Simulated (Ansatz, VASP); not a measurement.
**Ni in VASP and in Ansatz**

```
Ni
1.0
     2.44663    0.00000    0.00000
    -1.22331    2.11884    0.00000
     0.00000    0.00000    8.02144
Ni
4
Direct
  0.00000 0.00000 0.00000
  0.00000 0.00000 0.50000
  0.33333 0.66667 0.75000
  0.66667 0.33333 0.25000
```

Alike in both runs: functional PBEsol; k mesh 21 × 21 × 6; occupations gaussian, width 0.1 eV; collinear spin.

Ansatz relaxed the structure, and its values are those at the end. VASP's run is a single point on that final structure, the one shown.

|  | VASP | Ansatz |
| --- | --- | --- |
| version | VASP 6.6.1 | Ansatz 0.2.0 |
| potentials or method | VASP PAW PBE potentials, release 64 (Ni) | scalar-relativistic, plane waves, PAW |
| plane-wave cutoff (eV) | 520 | 420 |
| valence electrons in the cell | 40 | 72 |

Ansatz gave:

| Item | Value |
| --- | --- |
| gap on the k mesh at the Fermi level (eV) | none |
| pressure (GPa) | 0.0 |
| net moment per atom (μB) | 0.62 |
| size of the moment on the site where the two differ most (μB) | 0.66 |

Task: Which values does VASP return?

Result: gap on the k mesh at the Fermi level (eV): none; pressure (GPa): -0.2; net moment per atom (μB): 0.61; size of the moment on the site where the two differ most (μB): 0.62.

Site moments also hang on the region over which each program counts them. A gap of «none» marks a metal or a gap that the smearing closes. The functional is the same, so the differences come from potentials, cutoffs and numerics. The two sets of potentials don't hold the same shells in valence.

Caveats: the PAW data sets were made with another functional, which shifts forces and pressure a little (VASP).
